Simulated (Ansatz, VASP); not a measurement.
# Al22In20P20O33 (amorphous Al2O3 against InP(110), 6.1 A) in two plane-wave programs

Wanted: the spread between two codes on one cell, functional and k mesh. The structure shown is the start of the Ansatz relaxation below; VASP solves that cell, so the two are compared at the walk's first step.

Method: plane waves, with VASP 6.6.1 beside it; single point at PBE, in Ansatz 0.2.0.

### Step 1. Starting point

The cell holds 95 atoms: 20 In, 20 P, 22 Al and 33 O. Cell: a = 11.880 Å, b = 8.400 Å, c = 17.479 Å, α = 90.0°, β = 90.0°, γ = 90.0°. It derives from InP (5 planes of zincblende InP(110)). A slab of 5 planes of zincblende InP(110) (starting lattice constant a = 5.94 A), 11.88 x 8.40 A in plane. 55 atoms (22 Al, 33 O) packed at random between the slab and its periodic image at 3.05 g/cm^3 (a layer of 6.1 A) and pushed apart as soft spheres. Langevin MD at fixed cell with the MACE-MP-0b2 small potential (Batatia et al., arXiv:2401.00096), steps of 1.5 fs: 0.63 ps at 3000 K with the crystal held, 3000 to 550 K in 1.8 ps with the crystal held, 550 to 300 K in 0.9 ps with its inner planes held; soft walls kept the melt out of the crystal while it was held. Then all atoms and the cell's height relaxed. The structure's axis is c.

### Step 2. Ansatz: relaxation, PBE

Ansatz runs on its default PAW (the set named soft_2) files.

The two programs are compared at the cell with which this relaxation starts, whose forces are those of its first step.

The input, input.yaml:

```yaml
crystal:
  lattice:
    - [11.88, 0.0, 0.0]
    - [0.0, 8.40043, 0.0]
    - [0.0, 0.0, 17.47928]
  atoms:
    - { symbol: In, position: [0.00137, 0.02445, 0.41687] }
    - { symbol: P, position: [0.13375, 0.02147, 0.04129] }
    - { symbol: In, position: [0.25612, 0.77149, 0.06694] }
    - { symbol: P, position: [0.37994, 0.78237, 0.18348] }
    - { symbol: In, position: [0.25401, 0.2754, 0.05889] }
    - { symbol: P, position: [0.37452, 0.27689, 0.17937] }
    - { symbol: In, position: [0.00065, 0.02765, 0.16315] }
    - { symbol: P, position: [0.1185, 0.02229, 0.29121] }
    - { symbol: In, position: [0.00417, 0.52261, 0.17185] }
    - { symbol: P, position: [0.12104, 0.52098, 0.29756] }
    - { symbol: In, position: [0.24507, 0.26933, 0.29742] }
    - { symbol: P, position: [0.37039, 0.25976, 0.41776] }
    - { symbol: In, position: [0.24387, 0.7733, 0.29795] }
    - { symbol: P, position: [0.3747, 0.76292, 0.41646] }
    - { symbol: In, position: [0.99576, 0.51628, 0.41855] }
    - { symbol: P, position: [0.13112, 0.52644, 0.05316] }
    - { symbol: P, position: [0.11232, 0.03551, 0.54171] }
    - { symbol: In, position: [0.25002, 0.80207, 0.53402] }
    - { symbol: In, position: [0.22909, 0.28519, 0.52838] }
    - { symbol: P, position: [0.11433, 0.54488, 0.54298] }
    - { symbol: In, position: [0.5011, 0.01112, 0.42082] }
    - { symbol: P, position: [0.61281, 0.05131, 0.04879] }
    - { symbol: In, position: [0.72674, 0.79535, 0.08444] }
    - { symbol: P, position: [0.87904, 0.77749, 0.18198] }
    - { symbol: In, position: [0.74234, 0.29836, 0.05299] }
    - { symbol: P, position: [0.87183, 0.2751, 0.17197] }
    - { symbol: In, position: [0.50288, 0.03475, 0.17527] }
    - { symbol: P, position: [0.62391, 0.02185, 0.29819] }
    - { symbol: In, position: [0.49739, 0.52678, 0.17953] }
    - { symbol: P, position: [0.6254, 0.51894, 0.29706] }
[... 59 atom lines left out ...]
    - { symbol: O, position: [0.83227, 0.30216, 0.83215] }
    - { symbol: O, position: [0.03675, 0.56917, 0.62725] }
    - { symbol: O, position: [0.81648, 0.9547, 0.82519] }
    - { symbol: O, position: [0.51467, 0.29016, 0.68029] }
    - { symbol: O, position: [0.55282, 0.09574, 0.85617] }
    - { symbol: O, position: [0.88183, 0.11867, 0.96866] }
kpoints:
  mp_grid: { grid: [1, 1, 1] }
hamiltonian:
  xc: pbe
scf:
  occupations: { method: fermi_dirac, width: 0.025 }
output:
  forces: true
relax:
  f_tol: 0.08
  max_steps: 90
  cell: { fix: [a, b, alpha, beta, gamma] }
```

Launch:

```sh
> ansatz run input.yaml --threads 4 --pin off --max-ram 8192MiB --backend cpu --events-out ev --progress --plain --runs-dir out
```

Numbers of over 12 decimals in the logs are rounded to 6 here.

Output:

```text
Engine: ansatz 0.2.0, aarch64-unknown-linux-gnu
Pseudopotentials: kind: paw
Pseudopotential: In, paw, valence charge 13, recommended cutoff 420 eV (normal), In.paw.azcp
Pseudopotential: P, paw, valence charge 5, recommended cutoff 420 eV (normal), P.paw.azcp
Pseudopotential: Al, paw, valence charge 3, recommended cutoff 420 eV (normal), Al.paw.azcp
Pseudopotential: O, paw, valence charge 6, recommended cutoff 420 eV (normal), O.paw.azcp
Functional definition: PBE
  parameter kappa = 0.804
  parameter beta = 0.066725
  exchange = pbe_x(kappa = kappa, mu = beta*pi^2/3)
  correlation = pbe_c(beta = beta)
Crystal: 95 atoms, lattice volume = 1744.382 Å³
Basis set: ecut = 420 eV, 34033 PW (Γ), exchange–correlation on 160×120×240 points (8 copies of the dense FFT grid, shifted against one another)
Bands: 407, of which v1, the nominal top of the filled ones, is band 312 counted from 1 (311 counted from 0)
Symmetry: 1 space group operations
Space group: P1 (ITA 1), of the structure as read, at distance tolerance 1.2e-4 Å
k-points: 1
Non-local potential: In, projectors of the file, l = 0: 2, l = 1: 2, l = 2: 2, l = 3: 2
Non-local potential: P, projectors of the file, l = 0: 2, l = 1: 2, l = 2: 2
Non-local potential: Al, projectors of the file, l = 0: 2, l = 1: 2, l = 2: 1
Non-local potential: O, projectors of the file, l = 0: 2, l = 1: 2, l = 2: 1
PAW form: soft (Blöchl's): semilocal exchange-correlation on the pseudo side does not see the compensation charge
PAW one-centre angular grid: In, 590 points (default); XC on 64 Gauss nodes
PAW one-centre angular grid: P, 110 points (default); XC on 64 Gauss nodes
PAW one-centre angular grid: Al, 110 points (default); XC on 64 Gauss nodes
PAW one-centre angular grid: O, 110 points (default); XC on 64 Gauss nodes
Initial density: superposition of atomic densities (neutral atoms: chi_scale 0, normalization atom), corrected by the library's trained network
Initial wavefunctions: pseudopotential atomic-orbital guess
Functional: x = pbe(κ = 0.804, μ = 0.219515), c = pbe(β = 0.066725)
SCF iter   1: F=—  HF=-157686.071103 eV  |F-HF|=—  |Δ(HF+E_count)|=         —  Δρ=4.48e-3  dr2=4.27e-1  ethr=1.77e-3  ⟨swp⟩=8.0  Hψ=2259  notcnv=0  defer=37
preconditioner: auto → Resta (q_TF=auto, 2.299 Å⁻¹)  ε∞=3.7  [insulator: Δε(μ)=0.531 eV  Ē_g=13.489 eV  σ=0.025 eV  W_gap=1.00  n_scr=358 (ndim 8)  ℏωp=22.2 eV  f_vac=0.043  D(μ)=0.00/eV (n_scr^D=0)  ε∞_Penn≈3.7]
SCF iter   2: F=—  HF=-157686.014077 eV  |F-HF|=—  |Δ(HF+E_count)|=   5.70e-2  Δρ=2.41e-3  dr2=9.47e-2  ethr=6.84e-5  ⟨swp⟩=3.0  Hψ=795  notcnv=0  defer=87
SCF iter   3: F=—  HF=-157686.013426 eV  |F-HF|=—  |Δ(HF+E_count)|=   6.51e-4  Δρ=1.11e-3  dr2=3.00e-2  ethr=1.52e-5  ⟨swp⟩=2.0  Hψ=640  notcnv=0  defer=87
SCF iter   4: F=—  HF=-157686.013393 eV  |F-HF|=—  |Δ(HF+E_count)|=   3.27e-5  Δρ=2.99e-4  dr2=3.17e-3  ethr=4.80e-6  ⟨swp⟩=2.0  Hψ=638  notcnv=0  defer=87
SCF iter   5: F=—  HF=-157686.014211 eV  |F-HF|=—  |Δ(HF+E_count)|=   8.18e-4  Δρ=1.61e-4  dr2=1.93e-3  ethr=5.09e-7  ⟨swp⟩=3.0  Hψ=612  notcnv=0  defer=87
SCF iter   6: F=—  HF=-157686.014354 eV  |F-HF|=—  |Δ(HF+E_count)|=   1.43e-4  Δρ=7.26e-5  dr2=2.13e-4  ethr=3.09e-7  ⟨swp⟩=2.0  Hψ=415  notcnv=0  defer=87
SCF iter   7: F=—  HF=-157686.014479 eV  |F-HF|=—  |Δ(HF+E_count)|=   1.25e-4  Δρ=3.49e-5  dr2=3.28e-5  ethr=3.41e-8  ⟨swp⟩=2.0  Hψ=632  notcnv=0  defer=87
SCF iter   8: F=—  HF=-157686.013250 eV  |F-HF|=—  |Δ(HF+E_count)|=   1.23e-3  Δρ=1.52e-5  dr2=5.24e-6  ethr=5.25e-9  ⟨swp⟩=2.0  Hψ=719  notcnv=0  defer=87
SCF iter   9: F=—  HF=-157686.013254 eV  |F-HF|=—  |Δ(HF+E_count)|=   3.54e-6  Δρ=6.53e-6  dr2=9.79e-7  ethr=8.39e-10  ⟨swp⟩=3.0  Hψ=703  notcnv=0  defer=87
SCF iter  10: F=—  HF=-157686.013255 eV  |F-HF|=—  |Δ(HF+E_count)|=   8.70e-7  Δρ=2.64e-6  dr2=1.78e-7  ethr=1.57e-10  ⟨swp⟩=2.0  Hψ=632  notcnv=0  defer=87
SCF iter  11: F=-157686.013255 eV  HF=-157686.013255 eV  |F-HF|=1.02e-8  |Δ(HF+E_count)|=   1.21e-7  Δρ=1.15e-6  dr2=3.00e-8  ethr=1.60e-11  ⟨swp⟩=5.0  Hψ=1188  notcnv=0
SCF 1 converged in 11 iterations: F = -157686.013255 eV  dr2 = 3.00e-8
  greatest PAW one-centre occupation: 0.985 electrons in one spin orbital (limit 2), on the In atom at site 24 (counted from 0), in its partial waves of l = 2
relax step   1: F+E_penalty+E_count = -157686.01325485 eV  Δ(F+E_penalty+E_count) = +0.000e0 eV  max|allowed force component| = 7.793e-1 eV/Å  Δτ_max = 0.0000 Å  P = -0.078 GPa  Ω = 1744.382 Å³  fix = [a, b, alpha, beta, gamma]  reactions: a -0.511, b +0.153 GPa; alpha -0.815, beta -0.366, gamma +0.006 GPa/rad  (11 SCF iters, dr2 threshold 1.00e-7 eV, accepted)
Crystal: 95 atoms, lattice volume = 1744.334 Å³
Initial density: handed on by an earlier stage of this run
Initial wavefunctions: those handed on with the density
iter 1 solved again at ethr=9.62e-5 eV; its pass at ethr=3.10e-3 eV (dr2=6.00e-1 eV) is discarded
[...]
atom  90  O      0.01547667    -0.01329471    -0.00505520
  atom  91  O     -0.02061258     0.00571344     0.03492563
  atom  92  O      0.01582586    -0.01057569    -0.00095850
  atom  93  O     -0.04823049     0.05282821    -0.04163052
  atom  94  O      0.01425078     0.01363802    -0.00940945
  atom  95  O     -0.00332102    -0.04962496    -0.02506707
  max |Σ_I F_I| component: 4.99e-5 eV/Å
--- Stress (GPa, compression-positive) ---
       -0.927579       0.074262       0.533818
        0.074259      -0.301062       0.775359
        0.533817       0.775354      -0.034086
  P = ⅓ Tr σ = -0.4209 GPa (-4.209 kbar)
--- Relaxed structure (5 steps of the walk, 4 accepted, 1 SCFs on fresh bases) ---
  F+E_penalty+E_count = -157686.93769299 eV   max|allowed force component| = 5.283e-2 eV/Å   (the final SCF, on the basis selected at the relaxed cell)
  cell:  # Å, volume = 1748.1205 Å³
    - [11.88, 0, 0]
    - [0, 8.40043, 0]
    - [0, 0, 17.516745]
  atoms:
    - { symbol: In, position: [0.00375586, 0.024363, 0.419933] }
    - { symbol: P, position: [0.142282, 0.020113, 0.035268] }
    - { symbol: In, position: [0.247383, 0.772048, 0.080557] }
    - { symbol: P, position: [0.377019, 0.792104, 0.192581] }
    - { symbol: In, position: [0.253057, 0.279583, 0.057886] }
    - { symbol: P, position: [0.370716, 0.283661, 0.178937] }
    - { symbol: In, position: [-0.00165901, 0.032901, 0.158887] }
    - { symbol: P, position: [0.111303, 0.020163, 0.289639] }
    - { symbol: In, position: [0.00684814, 0.524654, 0.174630] }
    - { symbol: P, position: [0.118042, 0.520813, 0.301805] }
    - { symbol: In, position: [0.239802, 0.265824, 0.296261] }
    - { symbol: P, position: [0.362440, 0.261849, 0.416730] }
    - { symbol: In, position: [0.240176, 0.776182, 0.307612] }
    - { symbol: P, position: [0.372468, 0.761113, 0.425788] }
    - { symbol: In, position: [0.986004, 0.516831, 0.417907] }
    - { symbol: P, position: [0.125291, 0.532800, 0.050744] }
    - { symbol: P, position: [0.102261, 0.027105, 0.550890] }
    - { symbol: In, position: [0.243165, 0.794040, 0.541816] }
    - { symbol: In, position: [0.226678, 0.272661, 0.532242] }
    - { symbol: P, position: [0.113249, 0.540255, 0.536696] }
    - { symbol: In, position: [0.495403, 0.013769, 0.425046] }
    - { symbol: P, position: [0.607902, 0.051283, 0.048976] }
    - { symbol: In, position: [0.727736, 0.793004, 0.081511] }
    - { symbol: P, position: [0.878332, 0.780768, 0.182068] }
    - { symbol: In, position: [0.742695, 0.301109, 0.053991] }
    - { symbol: P, position: [0.870598, 0.281709, 0.172654] }
    - { symbol: In, position: [0.503561, 0.042761, 0.180511] }
    - { symbol: P, position: [0.622575, 0.027796, 0.303397] }
    - { symbol: In, position: [0.492183, 0.537666, 0.181163] }
    - { symbol: P, position: [0.627825, 0.523363, 0.293097] }
    - { symbol: In, position: [0.756325, 0.272294, 0.300459] }
    - { symbol: P, position: [0.868875, 0.262430, 0.426230] }
    - { symbol: In, position: [0.749594, 0.778671, 0.300073] }
    - { symbol: P, position: [0.869339, 0.770840, 0.421575] }
    - { symbol: In, position: [0.493753, 0.504404, 0.407576] }
    - { symbol: P, position: [0.600537, 0.556504, 0.057430] }
    - { symbol: P, position: [0.608770, 0.972485, 0.553395] }
    - { symbol: In, position: [0.709543, 0.722286, 0.512642] }
    - { symbol: In, position: [0.748039, 0.220618, 0.551989] }
    - { symbol: P, position: [0.612394, 0.458082, 0.525546] }
    - { symbol: Al, position: [0.328574, 0.718248, 0.875245] }
    - { symbol: Al, position: [0.297222, 0.895368, 0.742879] }
    - { symbol: Al, position: [0.565658, 0.263729, 0.775103] }
    - { symbol: Al, position: [0.873106, 0.934993, 0.929630] }
    - { symbol: Al, position: [0.116259, 0.969656, 0.899373] }
    - { symbol: Al, position: [0.542971, 0.662767, 0.799460] }
    - { symbol: Al, position: [0.082200, 0.745423, 0.684993] }
    - { symbol: Al, position: [0.776266, 0.486370, 0.789594] }
    - { symbol: Al, position: [0.366570, 0.384427, 0.880048] }
    - { symbol: Al, position: [0.515332, 0.848491, 0.659576] }
    - { symbol: Al, position: [0.938652, 0.787301, 0.801218] }
    - { symbol: Al, position: [0.365867, 0.202172, 0.701169] }
    - { symbol: Al, position: [0.078862, 0.134218, 0.747133] }
    - { symbol: Al, position: [0.926164, 0.284742, 0.912359] }
    - { symbol: Al, position: [0.902205, 0.599034, 0.936894] }
    - { symbol: Al, position: [0.528705, 0.703501, 0.955631] }
    - { symbol: Al, position: [0.974797, 0.419015, 0.693892] }
    - { symbol: Al, position: [0.829121, 0.143796, 0.765114] }
    - { symbol: Al, position: [0.112274, 0.486288, 0.824207] }
    - { symbol: Al, position: [0.469852, 0.060694, 0.942884] }
    - { symbol: Al, position: [0.470077, 0.451433, 0.622913] }
    - { symbol: Al, position: [0.651148, 0.950129, 0.813513] }
    - { symbol: O, position: [0.101355, 0.355329, 0.744808] }
    - { symbol: O, position: [0.224903, 0.774201, 0.673445] }
    - { symbol: O, position: [0.00993862, 0.911038, 0.730087] }
    - { symbol: O, position: [0.612100, 0.776144, 0.878367] }
    - { symbol: O, position: [0.839365, 0.768418, 0.985289] }
    - { symbol: O, position: [0.226791, 0.870034, 0.847671] }
    - { symbol: O, position: [0.464613, 0.656067, 0.640851] }
    - { symbol: O, position: [0.051619, 0.134789, 0.851803] }
    - { symbol: O, position: [0.839327, 0.497317, 0.700153] }
    - { symbol: O, position: [0.400809, 0.748519, 0.787798] }
    - { symbol: O, position: [0.411515, 0.849948, 0.950432] }
    - { symbol: O, position: [0.014807, 0.459965, 0.898765] }
    - { symbol: O, position: [0.843466, 0.423505, 0.974228] }
    - { symbol: O, position: [0.228146, 0.093862, 0.731283] }
    - { symbol: O, position: [0.407232, 0.292337, 0.794979] }
    - { symbol: O, position: [0.683632, 0.127275, 0.749364] }
    - { symbol: O, position: [0.373586, 0.231975, 0.951969] }
    - { symbol: O, position: [0.840963, 0.642359, 0.842126] }
    - { symbol: O, position: [0.611640, 0.811851, 0.737490] }
    - { symbol: O, position: [0.247561, 0.521451, 0.865794] }
    - { symbol: O, position: [0.449756, 0.562486, 0.897513] }
    - { symbol: O, position: [0.334278, 0.340234, 0.623719] }
    - { symbol: O, position: [0.413507, 0.993120, 0.691270] }
    - { symbol: O, position: [0.940221, 0.198760, 0.701195] }
    - { symbol: O, position: [0.039950, 0.633562, 0.767605] }
    - { symbol: O, position: [0.999095, 0.830834, 0.894915] }
    - { symbol: O, position: [0.623245, 0.471709, 0.793827] }
    - { symbol: O, position: [0.832061, 0.303952, 0.830804] }
    - { symbol: O, position: [0.040358, 0.569804, 0.621338] }
    - { symbol: O, position: [0.818267, 0.955887, 0.827258] }
    - { symbol: O, position: [0.519597, 0.288719, 0.679062] }
    - { symbol: O, position: [0.555564, 0.095705, 0.859210] }
    - { symbol: O, position: [0.887102, 0.119357, 0.968675] }
```

(Continued in part 2 of 2.)

[Lines on the potential files, build, host, timing and source positions are cut from VASP's logs without a mark.]

[Logs are printed without paths, hosts, clocks, repeated set-up lines and the standing remarks that a program may print on its own settings, such as how far it seeks lower states.]

[Hosts, paths, dates, database ids (printed as entryN), source tags and the programs' standing remarks are cut or masked in the printed files.]
